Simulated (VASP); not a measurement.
## TiO2 (Rutile): how cutoff and mesh change the relaxed cell

Aim: test the relaxed volume of TiO2 (Rutile) against cutoff and mesh. The starting structure is a measured crystal structure from the Crystallography Open Database. The first relaxation on each setting starts from this cell expanded by 3 % in volume.

Method: Kohn-Sham DFT with plane waves and PAW; PBEsol, in VASP 6.6.1.

**1. The starting structure**

The structure is tetragonal, space group P4_2/mnm (No. 136). Conventional cell: a = 4.592 Å, b = 4.592 Å, c = 2.957 Å, α = 90.00°, β = 90.00°, γ = 90.00°. Nearest to Ti lie 6 O at 1.95 to 1.98 Å. O has 3 Ti at 1.95 to 1.98 Å nearest. Farther neighbours and most contacts between anions are not listed.

As a file:

```cif
data_structure
_symmetry_space_group_name_H-M 'P 1'
_symmetry_Int_Tables_number 1
_cell_length_a 4.5922
_cell_length_b 4.5922
_cell_length_c 2.9574
_cell_angle_alpha 90.000
_cell_angle_beta 90.000
_cell_angle_gamma 90.000
_cell_volume 62.37
loop_
_atom_site_label
_atom_site_type_symbol
_atom_site_fract_x
_atom_site_fract_y
_atom_site_fract_z
_atom_site_occupancy
Ti1 Ti 0.50000 0.50000 0.50000 1
Ti2 Ti 0.00000 0.00000 0.00000 1
O3 O 0.80496 0.19504 0.50000 1
O4 O 0.69504 0.69504 0.00000 1
O5 O 0.19504 0.80496 0.50000 1
O6 O 0.30496 0.30496 0.00000 1
```

**2. Reference relaxation**

This run starts from the cell of an earlier relaxation, which isn't shown; the restart sets up the plane waves anew.

Contents of INCAR:

```
SYSTEM = TiO2
PREC = Accurate
ENCUT = 520
EDIFF = 1E-06
NELM = 100
ISMEAR = 0
SIGMA = 0.03
LREAL = .FALSE.
ALGO = Normal
GGA = PS
NBANDS = 30
LASPH = .TRUE.
LORBIT = 11
LWAVE = .FALSE.
LCHARG = .FALSE.
KPAR = 16
IBRION = 2
NSW = 50
ISIF = 3
EDIFFG = -0.006
```

Contents of POSCAR:

```
TiO2
1.0
    4.5948855127      0.0000000000      0.0000000000
    0.0000000000      4.5948855127      0.0000000000
    0.0000000000      0.0000000000      2.9427414413
Ti O
2 4
Direct
    0.5000000000      0.5000000000      0.5000000000
    0.0000000000      0.0000000000      0.0000000000
    0.8043565972      0.1956434028      0.5000000000
    0.6956434028      0.6956434028      0.0000000000
    0.1956434028      0.8043565972      0.5000000000
    0.3043565972      0.3043565972      0.0000000000
```

Contents of KPOINTS:

```
Automatic mesh
0
Gamma
6 6 8
0 0 0
```

PAW data sets: Ti_sv and O (PBE family, release 64).

The run is started by

```bash
> mpirun -np 16 vasp_std
```

Log:

```text
[banner, memory and clock lines left out]
running   16 mpi-ranks, on    1 nodes
 distrk:  each k-point on    1 cores,   16 groups
 distr:  one band on    1 cores,    1 groups

 POSCAR found type information on POSCAR TiO
 POSCAR found :  2 types and       6 ions
|                                                                             |
|           W    W    AA    RRRRR   N    N  II  N    N   GGGG   !!!           |
|           W    W   A  A   R    R  NN   N  II  NN   N  G    G  !!!           |
|           W    W  A    A  R    R  N N  N  II  N N  N  G       !!!           |
|           W WW W  AAAAAA  RRRRR   N  N N  II  N  N N  G  GGG   !            |
|           WW  WW  A    A  R   R   N   NN  II  N   NN  G    G                |
|           W    W  A    A  R    R  N    N  II  N    N   GGGG   !!!           |
|                                                                             |
|     For optimal performance we recommend to set                             |
|       NCORE = 2 up to number-of-cores-per-socket                            |
|     NCORE specifies how many cores store one orbital (NPAR=cpu/NCORE).      |
|     This setting can greatly improve the performance of VASP for DFT.       |
|     The default, NCORE=1 might be grossly inefficient on modern             |
|     multi-core architectures or massively parallel machines. Do your        |
|     Unfortunately you need to use the default for GW and RPA                |
|     calculations (for HF NCORE is supported but not extensively tested      |
|     yet).                                                                   |
|                                                                             |

|                                                                             |
|               ----> ADVICE to this user running VASP <----                  |
|                                                                             |
|     You enforced a specific xc type in the INCAR file but a different       |
|     [... a line on the potential file left out ...]
|     I HOPE YOU KNOW WHAT YOU ARE DOING!                                     |
|                                                                             |

 LDA part: xc-table for (Slater+PW92), standard interpolation
 POSCAR, INCAR and KPOINTS ok, starting setup
 FFT: planning ... GRIDC
 FFT: planning ... GRID_SOFT
 FFT: planning ... GRID
 WAVECAR not read
 entering main loop
       N       E                     dE             d eps       ncg     rms          rms(c)
DAV:   1     0.666070586746E+03    0.66607E+03   -0.24734E+04  3000   0.189E+03
DAV:   2     0.392985605896E+02   -0.62677E+03   -0.59419E+03  3218   0.553E+02
DAV:   3    -0.675805325965E+02   -0.10688E+03   -0.10451E+03  4526   0.206E+02
DAV:   4    -0.724082581106E+02   -0.48277E+01   -0.48220E+01  4134   0.443E+01
DAV:   5    -0.726009299539E+02   -0.19267E+00   -0.19263E+00  4054   0.740E+00    0.315E+01
DAV:   6    -0.566152602036E+02    0.15986E+02   -0.95267E+01  3686   0.962E+01    0.116E+01
DAV:   7    -0.563262019070E+02    0.28906E+00   -0.14079E+01  3630   0.313E+01    0.837E+00
DAV:   8    -0.563209380249E+02    0.52639E-02   -0.39563E+00  3564   0.199E+01    0.456E+00
DAV:   9    -0.560930128817E+02    0.22793E+00   -0.13987E+00  3562   0.114E+01    0.108E+00
DAV:  10    -0.561033151042E+02   -0.10302E-01   -0.11299E-01  3738   0.260E+00    0.525E-01
DAV:  11    -0.560990232426E+02    0.42919E-02   -0.18260E-02  3476   0.103E+00    0.745E-02
DAV:  12    -0.560992310437E+02   -0.20780E-03   -0.14053E-03  3238   0.401E-01    0.155E-01
DAV:  13    -0.560990189191E+02    0.21212E-03   -0.70417E-04  3686   0.259E-01    0.302E-02
DAV:  14    -0.560990180101E+02    0.90899E-06   -0.41201E-05  3774   0.563E-02    0.996E-03
DAV:  15    -0.560990188135E+02   -0.80340E-06   -0.44480E-06  3194   0.139E-02
   1 F= -.56099019E+02 E0= -.56099019E+02  d E =-.560990E+02
 curvature:   0.00 expect dE= 0.000E+00 dE for cont linesearch  0.000E+00
 trial: gam= 0.00000 g(F)=  0.690E-07 g(S)=  0.517E-05 ort = 0.000E+00 (trialstep = 0.100E+01)
 search vector abs. value=  0.524E-05
 reached required accuracy - stopping structural energy minimisation
```

Run time: 7.6 s. Hardware: 16 MPI ranks of AMD EPYC 9R45, shared host; peak memory 3.5 GiB; 1.9 min of CPU time.

The logs omit lines about the potential files and the build; timing stands in the text.

From OUTCAR (step 2):

```text
ion  position               nearest neighbor table
   1  0.500  0.500  0.500-   4 1.94   6 1.94   4 1.94   6 1.94   5 1.98   3 1.98
   2  0.000  0.000  0.000-   3 1.94   5 1.94   3 1.94   5 1.94   4 1.98   6 1.98
   3  0.804  0.196  0.500-   2 1.94   2 1.94   1 1.98
   4  0.696  0.696  0.000-   1 1.94   1 1.94   2 1.98
   5  0.196  0.804  0.500-   2 1.94   2 1.94   1 1.98
   6  0.304  0.304  0.000-   1 1.94   1 1.94   2 1.98

  LATTYP: Found a simple tetragonal cell.
 ALAT       =     4.5948855127
 C/A-ratio  =     0.6404384686

 Subroutine GETGRP returns: Found 16 space group operations
 (whereof  8 operations were pure point group operations)

The static configuration has the point symmetry D_2h.
 The point group associated with its full space group is D_4h.

 Found     50 irreducible k-points:

   k-points           NKPTS =     50   k-points in BZ     NKDIM =     50   number of bands    NBANDS=     30

   dimension x,y,z NGX =    36 NGY =   36 NGZ =   24
   dimension x,y,z NGXF=    72 NGYF=   72 NGZF=   48

   ENCUT  =  520.0 eV  38.22 Ry    6.18 a.u.   8.54  8.54  5.47*2*pi/ulx,y,z

   NELECT =      48.0000    total number of electrons

 k-points in reciprocal lattice and weights: Automatic mesh
   0.00000000  0.00000000  0.00000000       0.003
   0.16666667  0.00000000  0.00000000       0.014
   0.33333333  0.00000000  0.00000000       0.014
   0.50000000  0.00000000  0.00000000       0.007
   0.16666667  0.16666667  0.00000000       0.014
   0.33333333  0.16666667  0.00000000       0.028
   0.50000000  0.16666667  0.00000000       0.014
   0.33333333  0.33333333  0.00000000       0.014
   0.50000000  0.33333333  0.00000000       0.014
[...]
0.50000000  0.33333333  0.50000000       0.014
   0.50000000  0.50000000  0.50000000       0.003

 average (electrostatic) potential at core
       1 -75.9427       2 -75.9427       3 -69.2565       4 -69.2565       5 -69.2565
       6 -69.2565

 E-fermi :   4.9877

 k-point     1 :       0.0000    0.0000    0.0000
  band No.  band energies     occupation
    ...
     20       2.8031      2.00000
     21       4.0864      2.00000
     22       4.3173      2.00000
     23       4.3173      2.00000
     24       4.7748      2.00000
     25       6.6052      0.00000
     26       6.8829      0.00000
     27       7.1788      0.00000
     28       7.2750      0.00000
     29       7.2750      0.00000
    ...

 k-point     2 :       0.1667    0.0000    0.0000
  band No.  band energies     occupation
    ...
     20       2.8158      2.00000
     21       3.8112      2.00000
     22       3.9064      2.00000
     23       4.0922      2.00000
     24       4.6745      2.00000
     25       6.7608      0.00000
     26       7.0823      0.00000
     27       7.3842      0.00000
     28       7.3869      0.00000
     29       7.4320      0.00000
    ...

 k-point     3 :       0.3333    0.0000    0.0000
  band No.  band energies     occupation
    ...
     20       2.7304      2.00000
     21       2.9018      2.00000
     22       3.5147      2.00000
     23       3.8693      2.00000
     24       4.3669      2.00000
     25       7.0601      0.00000
     26       7.3080      0.00000
     27       7.6374      0.00000
     28       7.7131      0.00000
     29       7.8373      0.00000
    ...

  Total       -0.0116875     -0.0116875     -0.0192436      0.0000000      0.0000000      0.0000000
  in kB       -0.3013915     -0.3013915     -0.4962450      0.0000000      0.0000000      0.0000000
  external PRESSURE =      -0.3663427 kB  Pullay stress =       0.0000000 kB

  energy-cutoff  :      520.00
  volume of cell :       62.13
      direct lattice vectors                 reciprocal lattice vectors
     4.594885513  0.000000000  0.000000000     0.217633279  0.000000000  0.000000000
     0.000000000  4.594885513  0.000000000     0.000000000  0.217633279  0.000000000
     0.000000000  0.000000000  2.942741441     0.000000000  0.000000000  0.339819186

 POSITION                                       TOTAL-FORCE (eV/Angst)
 -----------------------------------------------------------------------------------
      2.29744      2.29744      1.47137        -0.000000      0.000000      0.000000
      0.00000      0.00000      0.00000        -0.000000      0.000000      0.000000
      3.69593      0.89896      1.47137         0.000423     -0.000423     -0.000000
      3.19640      3.19640      0.00000        -0.000423     -0.000423     -0.000000
      0.89896      3.69593      1.47137        -0.000423      0.000423      0.000000
      1.39848      1.39848      0.00000         0.000423      0.000423      0.000000
 -----------------------------------------------------------------------------------
    total drift:                                0.000000      0.000000      0.000000

  FREE ENERGIE OF THE ION-ELECTRON SYSTEM (eV)
  ---------------------------------------------------
  free  energy   TOTEN  =       -56.0990188135 eV

  energy  without entropy=      -56.0990188135  energy(sigma->0) =      -56.09901881

 reached required accuracy - stopping structural energy minimisation

 total charge
# of ion       s       p       d       tot
------------------------------------------
    1        2.226   6.310   1.736  10.273
    2        2.226   6.310   1.736  10.273
    3        1.568   3.485   0.000   5.052
    4        1.568   3.485   0.000   5.052
    5        1.568   3.485   0.000   5.052
    6        1.568   3.485   0.000   5.052
--------------------------------------------------
tot         10.724  26.558   3.473  40.755

[... 3 further parts left out ...]
```

The PAW data sets were made with PBE, which is usual practice but a small mismatch for other functionals. The run keeps the 16 symmetry operations of its start, so it cannot find a distortion of lower symmetry.

The reference relaxation ends at 10.355 Å³ an atom. Pressures at 0.985 and 1.015 times this volume, from two more relaxations that aren't shown, give a bulk modulus of 223.3 GPa.

**3. Relaxation with a cutoff of 400 eV**

Against step 2 the input has ENCUT = 400. This run starts from the cell of an earlier relaxation, which isn't shown; the restart sets up the plane waves anew.

INCAR: that of step 2 with these lines changed.

```diff
@@ -2,3 +2,3 @@
 PREC = Accurate
-ENCUT = 520
+ENCUT = 400
 EDIFF = 1E-06
```

Contents of POSCAR:

```
TiO2
1.0
    4.5560361462      0.0000000000      0.0000000000
    0.0000000000      4.5560361462      0.0000000000
    0.0000000000      0.0000000000      2.9311709565
Ti O
2 4
Direct
    0.5000000000      0.5000000000      0.5000000000
    0.0000000000      0.0000000000      0.0000000000
    0.8036831161      0.1963168839      0.5000000000
    0.6963168839      0.6963168839      0.0000000000
    0.1963168839      0.8036831161      0.5000000000
    0.3036831161      0.3036831161      0.0000000000
```

KPOINTS is that of step 2.

The run is started by

```bash
> mpirun -np 16 vasp_std
```

Log:

```text
[banner, memory and clock lines left out]
running   16 mpi-ranks, on    1 nodes
[...]
[... a notice as in an earlier step ...]

 [... a notice as in an earlier step ...]

 LDA part: xc-table for (Slater+PW92), standard interpolation
 POSCAR, INCAR and KPOINTS ok, starting setup
[...]
entering main loop
       N       E                     dE             d eps       ncg     rms          rms(c)
DAV:   1     0.597108018714E+03    0.59711E+03   -0.21038E+04  3000   0.160E+03
DAV:   2     0.127979040266E+02   -0.58431E+03   -0.55594E+03  3444   0.503E+02
DAV:   3    -0.682651867602E+02   -0.81063E+02   -0.79652E+02  4394   0.182E+02
DAV:   4    -0.721838306108E+02   -0.39186E+01   -0.39142E+01  4122   0.384E+01
[...]
DAV:  13    -0.561294061718E+02    0.18373E-03   -0.54828E-04  3638   0.228E-01    0.346E-02
DAV:  14    -0.561294018997E+02    0.42721E-05   -0.38740E-05  3982   0.586E-02    0.121E-02
DAV:  15    -0.561294025681E+02   -0.66842E-06   -0.44849E-06  3202   0.160E-02
   1 F= -.56129403E+02 E0= -.56129403E+02  d E =-.561294E+02
[... from here on, the cycles between the ionic steps are left out ...]
   2 F= -.56123432E+02 E0= -.56123432E+02  d E =0.597089E-02
   3 F= -.56132178E+02 E0= -.56132178E+02  d E =-.277525E-02
   4 F= -.56132176E+02 E0= -.56132176E+02  d E =-.277378E-02
   5 F= -.56132334E+02 E0= -.56132334E+02  d E =-.157767E-03
 trial-energy change:   -0.000158  1 .order   -0.000158   -0.000303   -0.000012
 step:   0.9072(harm=  0.9072)  dis= 0.00099  next Energy=   -56.132334 (dE=-0.158E-03)
 reached required accuracy - stopping structural energy minimisation
```

The job ended after 14 s (16 MPI ranks; peak memory 3.1 GiB; 3.6 min of CPU time).

Parts of OUTCAR (step 3):

```text
  Total       -0.0216937     -0.0216937     -0.0208898      0.0000000      0.0000000      0.0000000
  in kB       -0.5753270     -0.5753270     -0.5540063      0.0000000      0.0000000      0.0000000
  external PRESSURE =      -0.5682201 kB  Pullay stress =       0.0000000 kB

 POSITION                                       TOTAL-FORCE (eV/Angst)
 -----------------------------------------------------------------------------------
      2.27175      2.27175      1.46325        -0.000000     -0.000000      0.000000
     -0.00000      4.54351      0.00000        -0.000000     -0.000000      0.000000
      3.65058      0.89293      1.46325        -0.000469      0.000469      0.000000
      3.16468      3.16468      0.00000         0.000469      0.000469      0.000000
      0.89293      3.65058      1.46325         0.000469     -0.000469      0.000000
      1.37883      1.37883      2.92650        -0.000469     -0.000469     -0.000000
 -----------------------------------------------------------------------------------
    total drift:                               -0.000000      0.000000      0.000000

  FREE ENERGIE OF THE ION-ELECTRON SYSTEM (eV)
  ---------------------------------------------------
  free  energy   TOTEN  =       -56.1323341179 eV

  energy  without entropy=      -56.1323341179  energy(sigma->0) =      -56.13233412

[... 2 parts as in an earlier step ...]

[... 2 further parts left out ...]
[key lines of the parts left out:]
E-fermi :   5.2410
```

With a cutoff of 400 eV the cell ends at 10.069 Å³ an atom, -2.76 % from the reference; the bulk modulus is 250.6 GPa against 223.3 GPa.

**4. Relaxation with a 3×3×4 mesh**

Against step 2 the input has a 3×3×4 mesh (also changed: KPAR and NCORE). This run starts from the cell of an earlier relaxation, which isn't shown; the restart sets up the plane waves anew.

INCAR: that of step 3 with these lines changed.

```diff
@@ -2,3 +2,3 @@
 PREC = Accurate
-ENCUT = 400
+ENCUT = 520
 EDIFF = 1E-06
@@ -15,3 +15,4 @@
 LCHARG = .FALSE.
-KPAR = 16
+KPAR = 4
+NCORE = 4
 IBRION = 2
```

Contents of POSCAR:

```
TiO2
1.0
    4.5914552898      0.0000000000      0.0000000000
    0.0000000000      4.5914552898      0.0000000000
    0.0000000000      0.0000000000      2.9463193810
Ti O
2 4
Direct
    0.5000000000      0.5000000000      0.5000000000
    0.0000000000      0.0000000000      0.0000000000
    0.8043242868      0.1956757132      0.5000000000
    0.6956757132      0.6956757132      0.0000000000
    0.1956757132      0.8043242868      0.5000000000
    0.3043242868      0.3043242868      0.0000000000
```

Contents of KPOINTS:

```
Automatic mesh
0
Gamma
3 3 4
0 0 0
```

The run is started by

```bash
> mpirun -np 16 vasp_std
```

Log:

```text
[banner, memory and clock lines left out]
running   16 mpi-ranks, on    1 nodes
[...]
[... a notice as in an earlier step ...]

 LDA part: xc-table for (Slater+PW92), standard interpolation
 POSCAR, INCAR and KPOINTS ok, starting setup
[...]
entering main loop
       N       E                     dE             d eps       ncg     rms          rms(c)
DAV:   1     0.659439621102E+03    0.65944E+03   -0.24780E+04   540   0.190E+03
DAV:   2     0.407622016571E+02   -0.61868E+03   -0.58759E+03   558   0.552E+02
DAV:   3    -0.676984332275E+02   -0.10846E+03   -0.10677E+03   832   0.206E+02
DAV:   4    -0.724051209875E+02   -0.47067E+01   -0.47015E+01   738   0.433E+01
[...]
DAV:  13    -0.560843734686E+02    0.19082E-03   -0.68304E-04   664   0.255E-01    0.291E-02
DAV:  14    -0.560843731668E+02    0.30186E-06   -0.37230E-05   706   0.539E-02    0.931E-03
DAV:  15    -0.560843739055E+02   -0.73876E-06   -0.53355E-06   614   0.137E-02
   1 F= -.56084374E+02 E0= -.56084374E+02  d E =-.560844E+02
[...]
reached required accuracy - stopping structural energy minimisation
```

Wall time 2.4 s (16 MPI ranks); peak memory 1.9 GiB; 30 s of CPU time.

Parts of OUTCAR (step 4):

```text
  Total        0.0035958      0.0035958     -0.0029615      0.0000000      0.0000000      0.0000000
  in kB        0.0927524      0.0927524     -0.0763899      0.0000000      0.0000000      0.0000000
  external PRESSURE =       0.0363716 kB  Pullay stress =       0.0000000 kB

 POSITION                                       TOTAL-FORCE (eV/Angst)
 -----------------------------------------------------------------------------------
      2.29573      2.29573      1.47316        -0.000000      0.000000     -0.000000
      0.00000      0.00000      0.00000        -0.000000      0.000000     -0.000000
      3.69302      0.89844      1.47316         0.001277     -0.001277      0.000000
      3.19416      3.19416      0.00000        -0.001277     -0.001277      0.000000
      0.89844      3.69302      1.47316        -0.001277      0.001277     -0.000000
      1.39729      1.39729      0.00000         0.001277      0.001277     -0.000000
 -----------------------------------------------------------------------------------
    total drift:                                0.000000      0.000000      0.000000

  FREE ENERGIE OF THE ION-ELECTRON SYSTEM (eV)
  ---------------------------------------------------
  free  energy   TOTEN  =       -56.0843739055 eV

  energy  without entropy=      -56.0843739055  energy(sigma->0) =      -56.08437391

[... 1 part as in an earlier step ...]

[... 3 further parts left out ...]
[key lines of the parts left out:]
E-fermi :   4.9727
```

With a 3×3×4 mesh the cell ends at 10.352 Å³ an atom, -0.03 % from the reference; the bulk modulus is 224.1 GPa against 223.3 GPa.

(Continued in part 2 of 2.)

[Lines on the potential files, build, host, timing and source positions are cut from VASP's logs without a mark.]

[Logs are printed without paths, hosts, clocks, repeated set-up lines and the standing remarks that a program may print on its own settings, such as how far it seeks lower states.]

[Hosts, paths, dates, database ids (printed as entryN), source tags and the programs' standing remarks are cut or masked in the printed files.]
